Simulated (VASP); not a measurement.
# SiC (Moissanite 3C) (F-43m) in VASP: a series of runs

The runs below take SiC (Moissanite 3C) through relaxation of cell and atoms, single point, with r2SCANh, PBE.

Everything below comes from runs of VASP 6.6.1. Logs are shortened: lines on timing, memory, paths and dates and some standing lists are left out, and cuts for length are marked.

**The experiment to reproduce.**

From “Insight into the structural, elastic and electronic properties of a new orthorhombic 6O-SiC polytype”, 2020, pmc:7200658, for a bulk crystal of SiC: band gap 2.4 eV (indirect).

The results are compared with them further down.

## Step 1: The crystal as given

The structure is cubic, space group F-43m (No. 216). Conventional cell: a = 4.358 Å, b = 4.358 Å, c = 4.358 Å, α = 90.00°, β = 90.00°, γ = 90.00°. Si (site symmetry -43m) has 4 C at 1.89 Å as nearest neighbours. C (site symmetry -43m) has 4 Si at 1.89 Å as nearest neighbours.

## Step 2: Relaxation of cell and atoms, r2SCANh

POSCAR

```
SiC
1.0
    0.0000000000      2.1790000000      2.1790000000
    2.1790000000      0.0000000000      2.1790000000
    2.1790000000      2.1790000000      0.0000000000
Si C
1 1
Direct
    0.0000000000      0.0000000000      0.0000000000
    0.7500000000      0.7500000000      0.7500000000
```

INCAR.step1

```
SYSTEM = SiC
PREC = Accurate
ENCUT = 600
EDIFF = 1E-5
ISMEAR = 0
SIGMA = 0.05
LREAL = .FALSE.
LASPH = .TRUE.
NELM = 100
ALGO = Normal
LWAVE = .TRUE.
LCHARG = .FALSE.
GGA = PE
```

INCAR.step2

```
SYSTEM = SiC
PREC = Accurate
ENCUT = 600
EDIFF = 1E-6
ISMEAR = 0
SIGMA = 0.05
LREAL = .FALSE.
LASPH = .TRUE.
NELM = 100
ALGO = Normal
ISIF = 3
LWAVE = .FALSE.
LCHARG = .FALSE.
METAGGA = R2SCAN
LHFCALC = .TRUE.
AEXX = 0.1
LMIXTAU = .TRUE.
PRECFOCK = Fast
HFRCUT = -1
IBRION = 2
NSW = 40
EDIFFG = -0.01
ISTART = 1
```

KPOINTS

```
Automatic mesh
0
G
  5 5 5
  0 0 0
```

Potentials or basis: VASP PAW PBE potentials, release 64 (Si, C).

Command:

```sh
cat potpaw_PBE.64/Si/POTCAR potpaw_PBE.64/C/POTCAR > POTCAR
cp INCAR.step1 INCAR
mpirun -np 1 vasp_std > vasp.out
cp INCAR.step2 INCAR
mpirun -np 1 vasp_std > vasp.out
```

OUTCAR:

```text
SYSTEM = SiC
   PREC = Accurate
   ENCUT = 600
   EDIFF = 1E-6
   ISMEAR = 0
   LREAL = .FALSE.
   LASPH = .TRUE.
   NELM = 100
   ISIF = 3
   METAGGA = R2SCAN
   LHFCALC = .TRUE.
   AEXX = 0.1
   PRECFOCK = Fast
   IBRION = 2
   NSW = 40
   EDIFFG = -0.01
   ISTART = 1

 ion  position               nearest neighbor table
   1  0.000  0.000  0.000-   2 1.89   2 1.89   2 1.89   2 1.89
   2  0.750  0.750  0.750-   1 1.89   1 1.89   1 1.89   1 1.89

  LATTYP: Found a face centered cubic cell.
 ALAT       =     4.3580000000

  Lattice vectors:

 A1 = (   0.0000000000,   2.1790000000,   2.1790000000)
 A2 = (   2.1790000000,   0.0000000000,   2.1790000000)
 A3 = (   2.1790000000,   2.1790000000,   0.0000000000)

Analysis of symmetry for initial positions (statically):
=====================================================================
 Subroutine PRICEL returns:
 Original cell was already a primitive cell.

 Routine SETGRP: Setting up the symmetry group for a
 face centered cubic supercell.

 Subroutine GETGRP returns: Found 24 space group operations
 (whereof 24 operations were pure point group operations)
 out of a pool of 48 trial point group operations.

The static configuration has the point symmetry T_d .

Analysis of symmetry for dynamics (positions and initial velocities):
=====================================================================
 Subroutine PRICEL returns:
 Original cell was already a primitive cell.

 Routine SETGRP: Setting up the symmetry group for a
 face centered cubic supercell.

 Subroutine GETGRP returns: Found 24 space group operations
 (whereof 24 operations were pure point group operations)
 out of a pool of 48 trial point group operations.

The dynamic configuration has the point symmetry T_d .

 Subroutine INISYM returns: Found 24 space group operations
 (whereof 24 operations are pure point group operations),
 and found     1 'primitive' translations

----------------------------------------------------------------------------------------

                                     Primitive cell

  volume of cell :      20.6920

  direct lattice vectors                    reciprocal lattice vectors
     0.000000000  2.179000000  2.179000000    -0.229463056  0.229463056  0.229463056
     2.179000000  0.000000000  2.179000000     0.229463056 -0.229463056  0.229463056
     2.179000000  2.179000000  0.000000000     0.229463056  0.229463056 -0.229463056

  length of vectors
     3.081571352  3.081571352  3.081571352     0.397441672  0.397441672  0.397441672

  position of ions in fractional coordinates (direct lattice)
     0.000000000  0.000000000  0.000000000
     0.750000000  0.750000000  0.750000000

  ion indices of the primitive-cell ions
   primitive index   ion index
                 1           1
                 2           2

----------------------------------------------------------------------------------------

 KPOINTS: Automatic mesh

Automatic generation of k-mesh.
 Grid dimensions read from file:
 generate k-points for:    5    5    5

 Generating k-lattice:

  Cartesian coordinates                     Fractional coordinates (reciprocal lattice)
    -0.045892611  0.045892611  0.045892611     0.200000000  0.000000000  0.000000000
     0.045892611 -0.045892611  0.045892611     0.000000000  0.200000000  0.000000000
     0.045892611  0.045892611 -0.045892611     0.000000000  0.000000000  0.200000000

  Length of vectors
     0.079488334  0.079488334  0.079488334

  Shift w.r.t. Gamma in fractional coordinates (k-lattice)
     0.000000000  0.000000000  0.000000000

 Subroutine IBZKPT returns following result:
 ===========================================

 Found     10 irreducible k-points:

 Following reciprocal coordinates:
            Coordinates               Weight
  0.000000  0.000000  0.000000      1.000000
  0.200000  0.000000  0.000000      8.000000
  0.400000  0.000000  0.000000      8.000000
  0.200000  0.200000  0.000000      6.000000
  0.400000  0.200000  0.000000     24.000000
 -0.400000  0.200000  0.000000     24.000000
 -0.200000  0.200000  0.000000     12.000000
  0.400000  0.400000  0.000000      6.000000
 -0.400000  0.400000  0.000000     12.000000
 -0.400000  0.400000  0.200000     24.000000
   k-points           NKPTS =     10   k-points in BZ     NKDIM =    125   number of bands    NBANDS=      8
   number of dos      NEDOS =    301   number of ions     NIONS =      2
   total plane-waves  NPLWV =  21952
   dimension x,y,z NGX =    28 NGY =   28 NGZ =   28
   dimension x,y,z NGXF=    56 NGYF=   56 NGZF=   56
   ions per type =               1   1
   NGX,Y,Z   is equivalent  to a cutoff of  15.11, 15.11, 15.11 a.u.
   NGXF,Y,Z  is equivalent  to a cutoff of  30.21, 30.21, 30.21 a.u.
 SYSTEM =  SiC
   PREC   = accura    normal or accurate (medium, high low for compatibility)
   ISTART =      1    job   : 0-new  1-cont  2-samecut
   ICHARG =      0    charge: 1-file 2-atom 10-const
   ISPIN  =      1    spin polarized calculation?
   LNONCOLLINEAR =      F non collinear calculations
   LSORBIT =      F    spin-orbit coupling
   LASPH  =      T    aspherical Exc in radial PAW
   ENCUT  =  600.0 eV  44.10 Ry    6.64 a.u.   6.15  6.15  6.15*2*pi/ulx,y,z
   NELM   =    100;   NELMIN=  2; NELMDL=  0     # of ELM steps
   EDIFF  = 0.1E-05   stopping-criterion for ELM
   LREAL  =      F    real-space projection
   EDIFFG = -.1E-01   stopping-criterion for IOM
   NSW    =     40    number of steps for IOM
   IBRION =      2    ionic relax: 0-MD 1-quasi-New 2-CG
   NFREE  =      1    steps in history (QN), initial steepest desc. (CG)
   ISIF   =      3    stress and relaxation
   ISYM   =      3    0-nonsym 1-usesym 2-fastsym
   POTIM  = 0.5000    time-step for ionic-motion
   TEBEG  =    0.0;   TEEND  =   0.0 temperature during run
   PSTRESS=    0.0 pullay stress
   NELECT =       8.0000    total number of electrons
   NUPDOWN=      -1.0000    fix difference up-down
   EMIN   =  10.00;   EMAX   =-10.00  energy-range for DOS
   EFERMI =   0.00;   METHOD = LEGACY
   ISMEAR =     0;   SIGMA  =   0.05  broadening in eV -4-tet -1-fermi 0-gaus
   EFERMI_NEDOS =   21; number of points for ismear=-14 and -15
   IALGO  =     38    algorithm
   IMIX   =      1    mixing-type and parameters
     AMIX     =   0.40;   BMIX     =  1.00
     AMIX_MAG =   1.60;   BMIX_MAG =  1.00
  volume/ion in A,a.u.               =      10.35        69.82
  Fermi-wavevector in a.u.,A,eV,Ry     =   1.192626  2.253736 19.352338  1.422357
  Thomas-Fermi vector in A             =   2.328660
   LORBIT       =      0    0 simple, 1 ext, 2 COOP (PROOUT), +10 PAW based schemes
   METAGGA = R2SCAN    functional components
   LHFCALC =     T    Hartree Fock is set to
   PRECFOCK=fast      Normal, Fast or Accurate (Low or Medium for compatibility)
   ENCUT4O =  -1.0   cutoff for four orbital integrals eV
   NKREDX  =     1    reduce k-point grid by
   NKREDY  =     1    reduce k-point grid by
   NKREDZ  =     1    reduce k-point grid by
   AEXX    =    0.1000 exact exchange contribution
   HFSCREEN=    0.0000 screening length (either q_TF or 0.3 A-1)
   HFSCREENC=   0.0000 screening length for correlation (either q_TF or 0.3 A-1)
   ENCUTFOCK=  -1.0 apply spherical cutoff to Coloumb kernel
   IVDW    =     0    specifies the selected vdW correction
   LEPSILON=     F    determine dielectric tensor
   LRPA    =     F    only Hartree local field effects (RPA)
 conjugate gradient relaxation of ions
 non-spin polarized calculation
 Gauss-broadening in eV      SIGMA  =   0.05
  energy-cutoff  :      600.00
  volume of cell :       20.69
 maximum number of plane-waves:       701
 NGX is ok and might be reduce to    28
  NGX = 14; NGY = 14; NGZ = 14

--------------------------------------- Ionic step        1  -------------------------------------------

 number of electron       8.0000000 magnetization

 Free energy of the ion-electron system (eV)
  ---------------------------------------------------
  ext. energy  EPLUGINS =         0.00000000
  ---------------------------------------------------
  free energy    TOTEN  =       -20.20957765 eV

  energy without entropy =      -20.20957765  energy(sigma->0) =      -20.20957765

------------------------ aborting loop because EDIFF is reached ----------------------------------------

  FORCE on cell =-STRESS in cart. coord.  units (eV):
  Direction    XX          YY          ZZ          XY          YZ          ZX
  --------------------------------------------------------------------------------------
  -------------------------------------------------------------------------------------
  Total       -0.2487387     -0.2487387     -0.2487387     -0.0000000     -0.0000000      0.0000000
  in kB      -19.2598192    -19.2598192    -19.2598192     -0.0000000     -0.0000000      0.0000000
  external PRESSURE =     -19.2598192 kB  Pullay stress =       0.0000000 kB
[... 57 lines left out ...]
  energy  without entropy=      -20.2092365918  energy(sigma->0) =      -20.20923659

--------------------------------------- Ionic step        3  -------------------------------------------

 number of electron       8.0000000 magnetization

 Free energy of the ion-electron system (eV)
  ---------------------------------------------------
  ext. energy  EPLUGINS =         0.00000000
  ---------------------------------------------------
  free energy    TOTEN  =       -20.21062903 eV

  energy without entropy =      -20.21062903  energy(sigma->0) =      -20.21062903

 E-fermi :   8.0027     XC(G=0): -10.9013

 val. band max:        7.7191362205   @ k =   0.0000   0.0000   0.0000
 cond. band min:      10.5280012556   @ k =   0.4000   0.4000   0.0000
 fundamental gap:      2.8088650351
 Fermi energy:         8.0027149327

 k-point     1 :       0.0000    0.0000    0.0000
  band No.  band energies     occupation
      1      -9.0648      2.00000
      2       7.7191      2.00000
      3       7.7191      2.00000
      4       7.7191      2.00000
      5      15.3796      0.00000
      6      16.3424      0.00000
      7      16.3424      0.00000
      8      16.3424      0.00000
[... 126 lines left out ...]
  FREE ENERGIE OF THE ION-ELECTRON SYSTEM (eV)
  ---------------------------------------------------
  free  energy   TOTEN  =       -20.2106290274 eV

  energy  without entropy=      -20.2106290274  energy(sigma->0) =      -20.21062903

 reached required accuracy - stopping structural energy minimisation
```

Wall time 77 s (1 thread of Intel Xeon Platinum 8488C (Sapphire Rapids), shared host); peak memory 0.16 GiB.

Results:

- Free energy: -20.2106 eV
- Relaxed volume: 10.26 Å³/atom
- Relaxed cell: a = 3.073 Å, b = 3.073 Å, c = 3.073 Å, α = 60.00°, β = 60.00°, γ = 60.00°
- Space group after relaxing (to 0.05 Å): F-43m (No. 216)
- Energy gained by relaxing: 0.5 meV/atom
- Ionic steps: 3
- Pressure after relaxing: 0.0 GPa
- Band gap on the k mesh: 2.81 eV, indirect (least direct gap 6.04 eV)

The path:
```csv
step,energy change (eV),largest force (eV/Å),pressure (GPa),volume (Å³)
1,0.0000,0.0000,-1.93,20.69
2,0.0003,0.0000,2.27,20.32
3,-0.0011,0.0000,0.01,20.52
```

Final structure:
```
Si C
1.0
     0.00000    2.17291    2.17291
     2.17291    0.00000    2.17291
     2.17291    2.17291    0.00000
Si C
1 1
Direct
  0.00000 0.00000 0.00000
  0.75000 0.75000 0.75000
```

Caveat: the k mesh is coarse (spacing up to 0.50 Å⁻¹), so the values aren't converged, least of all with exact exchange; the PAW data sets were made with another functional, which shifts forces and pressure a little; an odd mesh through Γ misses points on the zone boundary, where band edges often lie.

(Part 1 of 2 ends here.)
